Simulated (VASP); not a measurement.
# Pd (Im-3m) in VASP: further runs

The runs below take Pd through single point, with PBE.

Everything below comes from runs of VASP 6.6.1. Logs are shortened: lines on timing, memory, paths and dates and some standing lists are left out, and cuts for length are marked.

**1. Starting point**

Symmetry: Im-3m, No. 229, cubic system. Conventional cell: a = 3.145 Å, b = 3.145 Å, c = 3.145 Å, α = 90.00°, β = 90.00°, γ = 90.00°. Pd (site symmetry m-3m) is surrounded by 8 Pd at 2.72 Å.

This isn't the form of Pd at room conditions, which is fcc.

**2. Single point, PBE**

The input, INCAR:

```
SYSTEM = Pd
PREC = Accurate ; ENCUT = 400
EDIFF = 1E-6 ; ISMEAR = 0
SIGMA = 0.1 ; LREAL = .FALSE.
LASPH = .TRUE. ; NELM = 100
ALGO = Normal ; ISIF = 2
LWAVE = .FALSE. ; LCHARG = .FALSE.
GGA = PE ; ADDGRID = .FALSE.
```

The input, KPOINTS:

```
Automatic mesh
0
G
  13 13 13
  0 0 0
```

The input, POSCAR:

```
Pd
1.0
   -1.5722810000      1.5722810000      1.5722810000
    1.5722810000     -1.5722810000      1.5722810000
    1.5722810000      1.5722810000     -1.5722810000
Pd
1
Direct
    0.0000000000      0.0000000000      0.0000000000
```

Potentials or basis: VASP PAW PBE potentials, release 64 (Pd).

Command:

```sh
$ cat potpaw_PBE.64/Pd/POTCAR > POTCAR
$ mpirun -np 1 vasp_std > vasp.out
```

OUTCAR:

```text
SYSTEM = Pd
   PREC = Accurate
   ENCUT = 400
   EDIFF = 1E-6
   ISMEAR = 0
   LREAL = .FALSE.
   LASPH = .TRUE.
   NELM = 100
   ISIF = 2
   GGA = PE

 Found     84 irreducible k-points:

 Following reciprocal coordinates:
            Coordinates               Weight
  0.000000  0.000000  0.000000      1.000000
  0.076923  0.000000  0.000000     12.000000
  0.153846  0.000000  0.000000     12.000000
  0.230769  0.000000  0.000000     12.000000
  0.307692  0.000000  0.000000     12.000000
  0.384615  0.000000  0.000000     12.000000
   k-points           NKPTS =     84   k-points in BZ     NKDIM =     84   number of bands    NBANDS=      9
   number of dos      NEDOS =    301   number of ions     NIONS =      1
   total plane-waves  NPLWV =   5832
   dimension x,y,z NGX =    18 NGY =   18 NGZ =   18
   dimension x,y,z NGXF=    36 NGYF=   36 NGZF=   36
   ions per type =               1
   NGX,Y,Z   is equivalent  to a cutoff of  10.99, 10.99, 10.99 a.u.
   NGXF,Y,Z  is equivalent  to a cutoff of  21.98, 21.98, 21.98 a.u.
 SYSTEM =  Pd
   PREC   = accura    normal or accurate (medium, high low for compatibility)
   ISTART =      0    job   : 0-new  1-cont  2-samecut
   ICHARG =      2    charge: 1-file 2-atom 10-const
   ISPIN  =      1    spin polarized calculation?
   LNONCOLLINEAR =      F non collinear calculations
   LSORBIT =      F    spin-orbit coupling
   LASPH  =      T    aspherical Exc in radial PAW
   ENCUT  =  400.0 eV  29.40 Ry    5.42 a.u.   4.44  4.44  4.44*2*pi/ulx,y,z
   NELM   =    100;   NELMIN=  2; NELMDL= -5     # of ELM steps
   EDIFF  = 0.1E-05   stopping-criterion for ELM
   LREAL  =      F    real-space projection
   EDIFFG = 0.1E-04   stopping-criterion for IOM
   NSW    =      0    number of steps for IOM
   IBRION =     -1    ionic relax: 0-MD 1-quasi-New 2-CG
   NFREE  =      0    steps in history (QN), initial steepest desc. (CG)
   ISIF   =      2    stress and relaxation
   ISYM   =      2    0-nonsym 1-usesym 2-fastsym
   POTIM  = 0.5000    time-step for ionic-motion
   TEBEG  =    0.0;   TEEND  =   0.0 temperature during run
   PSTRESS=    0.0 pullay stress
   NELECT =      10.0000    total number of electrons
   NUPDOWN=      -1.0000    fix difference up-down
   EMIN   =  10.00;   EMAX   =-10.00  energy-range for DOS
   EFERMI =   0.00;   METHOD = LEGACY
   ISMEAR =     0;   SIGMA  =   0.10  broadening in eV -4-tet -1-fermi 0-gaus
   EFERMI_NEDOS =   21; number of points for ismear=-14 and -15
   IALGO  =     38    algorithm
   IMIX   =      4    mixing-type and parameters
     AMIX     =   0.40;   BMIX     =  1.00
     AMIX_MAG =   1.60;   BMIX_MAG =  1.00
  volume/ion in A,a.u.               =      15.55       104.92
  Fermi-wavevector in a.u.,A,eV,Ry     =   1.413160  2.670485 27.171123  1.997021
  Thomas-Fermi vector in A             =   2.534834
   LORBIT       =      0    0 simple, 1 ext, 2 COOP (PROOUT), +10 PAW based schemes
   GGA     = PE    functional components
   LHFCALC =     F    Hartree Fock is set to
   AEXX    =    0.0000 exact exchange contribution
   IVDW    =     0    specifies the selected vdW correction
   LEPSILON=     F    determine dielectric tensor
   LRPA    =     F    only Hartree local field effects (RPA)
 non-spin polarized calculation
 Gauss-broadening in eV      SIGMA  =   0.10
  energy-cutoff  :      400.00
  volume of cell :       15.55
 maximum number of plane-waves:       321
 NGX is ok and might be reduce to    18
   NGX =  9   NGY =  9   NGZ =  9

 number of electron      10.0000008 magnetization

 Free energy of the ion-electron system (eV)
  ---------------------------------------------------
  ext. energy  EPLUGINS =         0.00000000
  ---------------------------------------------------
  free energy    TOTEN  =        -5.17737372 eV

  energy without entropy =       -5.17009452  energy(sigma->0) =       -5.17373412

 E-fermi :   8.9261     XC(G=0): -12.8530

 val. band max:        8.9236790465   @ k =  -0.3846   0.4615   0.2308
 cond. band min:       8.9363061445   @ k =  -0.3846   0.4615   0.3077
 fundamental gap:      0.0126270980
 Fermi energy:         8.9260631933

 k-point     1 :       0.0000    0.0000    0.0000
  band No.  band energies     occupation
      1       2.1892      2.00000
      2       6.1933      2.00000
      3       6.1933      2.00000
      4       6.1933      2.00000
      5       8.0374      2.00000
      6       8.0374      2.00000
      7      28.1932      0.00000
      8      28.1932      0.00000
      9      28.1932      0.00000

 k-point     2 :       0.0769    0.0000    0.0000
  band No.  band energies     occupation
      1       2.4054      2.00000
      2       6.1234      2.00000
      3       6.1967      2.00000
      4       6.3436      2.00000
      5       7.9573      2.00000
      6       8.0434      2.00000
      7      28.0043      0.00000
      8      28.2063      0.00000
      9      28.4421      0.00000

 k-point     3 :       0.1538    0.0000    0.0000
  band No.  band energies     occupation
      1       3.0061      2.00000
      2       5.9334      2.00000
      3       6.2060      2.00000
      4       6.7756      2.00000
      5       7.8017      2.00000
      6       8.0623      2.00000
      7      26.9827      0.00000
      8      27.8987      0.00000
      9      29.1356      0.00000

 k-point     4 :       0.2308    0.0000    0.0000
  band No.  band energies     occupation
      1       3.7662      2.00000
      2       5.6770      2.00000
      3       6.3557      2.00000
      4       7.4348      2.00000
      5       7.7322      2.00000
      6       8.0995      2.00000
      7      24.6811      0.00000
      8      26.8571      0.00000
      9      30.1219      0.00000

 k-point     5 :       0.3077    0.0000    0.0000
  band No.  band energies     occupation
      1       4.1684      2.00000
      2       5.4181      2.00000
      3       7.1360      2.00000
      4       7.8078      2.00000
      5       8.1530      2.00000
      6       8.2158      2.00000
      7      21.7616      0.00000
      8      25.5798      0.00000
      9      29.2262      0.00000

 k-point     6 :       0.3846    0.0000    0.0000
  band No.  band energies     occupation
      1       4.1327      2.00000
      2       5.2126      2.00000
      3       7.8605      2.00000
      4       8.2091      2.00000
      5       8.7019      1.99848
      6       8.9488      0.74775
      7      18.9101      0.00000
      8      24.5636      0.00000
      9      27.4234      0.00000

 [... further k-points ...]

------------------------ aborting loop because EDIFF is reached ----------------------------------------

  FORCE on cell =-STRESS in cart. coord.  units (eV):
  Direction    XX          YY          ZZ          XY          YZ          ZX
  --------------------------------------------------------------------------------------
  -------------------------------------------------------------------------------------
  Total       -0.1732244     -0.1732244     -0.1732244      0.0000000      0.0000000     -0.0000000
  in kB      -17.8512739    -17.8512739    -17.8512739      0.0000000      0.0000000     -0.0000000
  external PRESSURE =     -17.8512739 kB  Pullay stress =       0.0000000 kB

 VOLUME and BASIS-vectors are now :
 -----------------------------------------------------------------------------
  energy-cutoff  :      400.00
  volume of cell :       15.55
      direct lattice vectors                 reciprocal lattice vectors
    -1.572281000  1.572281000  1.572281000     0.000000000  0.318009313  0.318009313
     1.572281000 -1.572281000  1.572281000     0.318009313  0.000000000  0.318009313
     1.572281000  1.572281000 -1.572281000     0.318009313  0.318009313  0.000000000

 POSITION                                       TOTAL-FORCE (eV/Angst)
 -----------------------------------------------------------------------------------
      0.00000      0.00000      0.00000         0.000000      0.000000      0.000000
 -----------------------------------------------------------------------------------
    total drift:                                0.000000      0.000000     -0.000000

  FREE ENERGIE OF THE ION-ELECTRON SYSTEM (eV)
  ---------------------------------------------------
  free  energy   TOTEN  =        -5.1773737244 eV

  energy  without entropy=       -5.1700945209  energy(sigma->0) =       -5.17373412
```

Run time: 14 s. Hardware: 1 thread of Intel Xeon Platinum 8375C at 2.90GHz (Ice Lake), shared host; peak memory 0.12 GiB.

These settings aren't checked as converged: the numbers below hold their error.

What came out:

```yaml
Free_energy: -5.1774 eV
Pressure: -1.8 GPa
Band_gap_on_the_k_mesh: none (metal or under the smearing width)
```

**3. Single point, PBE**

INCAR is that of step 2.

KPOINTS is that of step 2.

The input, POSCAR:

```
Pd
1.0
   -1.5345420000      1.5703810000      1.5719130000
    1.5565800000     -1.5514420000      1.5750130000
    1.5718420000      1.5887420000     -1.5529740000
Pd
1
Direct
    0.0275280000      0.0634310000      0.0341390000
```

Potentials or basis: VASP PAW PBE potentials, release 64 (Pd).

Command:

```sh
$ cat potpaw_PBE.64/Pd/POTCAR > POTCAR
$ mpirun -np 1 vasp_std > vasp.out
```

It took 68 s on 1 thread of Intel Xeon Platinum 8375C at 2.90GHz (Ice Lake), shared host; peak memory 0.22 GiB.

These settings aren't checked as converged: the numbers below hold their error.

Results:

- Free energy: -5.1738 eV
- Pressure: -1.7 GPa
- Band gap on the k mesh: none (metal or under the smearing width)

**4. Single point, PBE**

INCAR, as its differences from that of step 3:

```diff
@@ -1,3 +1,3 @@
 SYSTEM = Pd
-PREC = Accurate ; ENCUT = 400
+PREC = Accurate ; ENCUT = 340
 EDIFF = 1E-6 ; ISMEAR = 0
```

The input, KPOINTS:

```
Automatic mesh
0
G
  15 15 15
  0 0 0
```

The input, POSCAR:

```
Pd
1.0
   -1.5722810000      1.5722810000      1.5722810000
    1.5722810000     -1.5722810000      1.5722810000
    1.5722810000      1.5722810000     -1.5722810000
Pd
1
Direct
    0.0000000000      0.0000000000      0.0000000000
```

Potentials or basis: VASP PAW PBE potentials, release 64 (Pd).

Command:

```sh
$ cat potpaw_PBE.64/Pd/POTCAR > POTCAR
$ mpirun -np 1 vasp_std > vasp.out
```

OUTCAR:

```text
SYSTEM = Pd
   PREC = Accurate
   ENCUT = 340
   EDIFF = 1E-6
   ISMEAR = 0
   LREAL = .FALSE.
   LASPH = .TRUE.
   NELM = 100
   ISIF = 2
   GGA = PE

 Found    120 irreducible k-points:

 Following reciprocal coordinates:
            Coordinates               Weight
  0.000000  0.000000  0.000000      1.000000
  0.066667  0.000000  0.000000     12.000000
  0.133333  0.000000  0.000000     12.000000
  0.200000  0.000000  0.000000     12.000000
  0.266667  0.000000  0.000000     12.000000
  0.333333  0.000000  0.000000     12.000000
   k-points           NKPTS =    120   k-points in BZ     NKDIM =    120   number of bands    NBANDS=      9
   number of dos      NEDOS =    301   number of ions     NIONS =      1
   total plane-waves  NPLWV =   4096
   dimension x,y,z NGX =    16 NGY =   16 NGZ =   16
   dimension x,y,z NGXF=    32 NGYF=   32 NGZF=   32
   ions per type =               1
   NGX,Y,Z   is equivalent  to a cutoff of   9.77,  9.77,  9.77 a.u.
   NGXF,Y,Z  is equivalent  to a cutoff of  19.53, 19.53, 19.53 a.u.
 SYSTEM =  Pd
   PREC   = accura    normal or accurate (medium, high low for compatibility)
   ISTART =      0    job   : 0-new  1-cont  2-samecut
   ICHARG =      2    charge: 1-file 2-atom 10-const
   ISPIN  =      1    spin polarized calculation?
   LNONCOLLINEAR =      F non collinear calculations
   LSORBIT =      F    spin-orbit coupling
   LASPH  =      T    aspherical Exc in radial PAW
[... 62 lines left out ...]
      3       6.1926      2.00000
      4       6.1926      2.00000
      5       8.0373      2.00000
      6       8.0373      2.00000
      7      28.1951      0.00000
      8      28.1951      0.00000
      9      28.1951      0.00000
[... 49 lines left out ...]
 k-point     6 :       0.3333    0.0000    0.0000
  band No.  band energies     occupation
      1       4.1836      2.00000
      2       5.3417      2.00000
      3       7.5410      2.00000
      4       7.8868      2.00000
      5       8.1723      2.00000
      6       8.4743      2.00000
      7      20.7752      0.00000
      8      25.1990      0.00000
      9      28.5492      0.00000

 [... further k-points ...]

------------------------ aborting loop because EDIFF is reached ----------------------------------------

  FORCE on cell =-STRESS in cart. coord.  units (eV):
  Direction    XX          YY          ZZ          XY          YZ          ZX
  --------------------------------------------------------------------------------------
  -------------------------------------------------------------------------------------
  Total       -0.2320114     -0.2320114     -0.2320114      0.0000000      0.0000000     -0.0000000
  in kB      -23.9094400    -23.9094400    -23.9094400      0.0000000      0.0000000     -0.0000000
  external PRESSURE =     -23.9094400 kB  Pullay stress =       0.0000000 kB

 VOLUME and BASIS-vectors are now :
 -----------------------------------------------------------------------------
  energy-cutoff  :      340.00
  volume of cell :       15.55
      direct lattice vectors                 reciprocal lattice vectors
    -1.572281000  1.572281000  1.572281000     0.000000000  0.318009313  0.318009313
     1.572281000 -1.572281000  1.572281000     0.318009313  0.000000000  0.318009313
     1.572281000  1.572281000 -1.572281000     0.318009313  0.318009313  0.000000000

 POSITION                                       TOTAL-FORCE (eV/Angst)
 -----------------------------------------------------------------------------------
      0.00000      0.00000      0.00000        -0.000000      0.000000      0.000000
 -----------------------------------------------------------------------------------
    total drift:                                0.000000      0.000000     -0.000000

  FREE ENERGIE OF THE ION-ELECTRON SYSTEM (eV)
  ---------------------------------------------------
  free  energy   TOTEN  =        -5.1796015673 eV

  energy  without entropy=       -5.1728713920  energy(sigma->0) =       -5.17623648
```

OSZICAR:

```text
N       E                     dE             d eps       ncg     rms          rms(c)
DAV:   1     0.254152952634E+02    0.25415E+02   -0.40822E+03  2264   0.711E+02
DAV:   2    -0.515453857549E+01   -0.30570E+02   -0.29251E+02  2331   0.154E+02
DAV:   3    -0.543079672873E+01   -0.27626E+00   -0.27603E+00  2418   0.163E+01
DAV:   4    -0.543235157540E+01   -0.15548E-02   -0.15548E-02  2455   0.118E+00
DAV:   5    -0.543237138770E+01   -0.19812E-04   -0.19812E-04  2533   0.113E-01    0.655E+00
DAV:   6    -0.519055061686E+01    0.24182E+00   -0.11620E+00  2210   0.987E+00    0.323E+00
DAV:   7    -0.518256843761E+01    0.79822E-02   -0.52906E-03  2363   0.604E-01    0.175E+00
DAV:   8    -0.517959683130E+01    0.29716E-02   -0.93506E-04  2332   0.263E-01    0.489E-02
DAV:   9    -0.517959802471E+01   -0.11934E-05   -0.77672E-06  2521   0.273E-02    0.101E-02
DAV:  10    -0.517960184448E+01   -0.38198E-05   -0.13113E-06  2307   0.120E-02    0.317E-03
DAV:  11    -0.517960156726E+01    0.27722E-06   -0.83004E-09  1140   0.948E-04
   1 F= -.51796016E+01 E0= -.51762365E+01  d E =-.673018E-02
```

stdout:

```text
POSCAR found type information on POSCAR Pd
 POSCAR found :  1 types and       1 ions
 scaLAPACK will be used
 LDA part: xc-table for (Slater+PW92), standard interpolation
 POSCAR, INCAR and KPOINTS ok, starting setup
 FFT: planning ... GRIDC
 FFT: planning ... GRID_SOFT
 FFT: planning ... GRID
 WAVECAR not read
 entering main loop
```

Run time: 10 s. Hardware: 1 thread of Intel Xeon Platinum 8375C at 2.90GHz (Ice Lake), shared host; peak memory 0.11 GiB.

These settings aren't checked as converged: the numbers below hold their error.

What came out:

```
Free energy            : -5.1796 eV
Pressure               : -2.4 GPa
Band gap on the k mesh : none (metal or under the smearing width)
```

**5. The reference run**

An earlier run on the cell as given: functional PBEsol; potentials or basis VASP PAW PBE potentials, release 64 (Pd); cutoff 520 eV; k mesh 12 × 12 × 12; occupations fermi-dirac, width 0.05 eV; no spin polarisation.

- Pressure: -10.3 GPa
- Band gap on the k mesh: none (metal or under the smearing width)
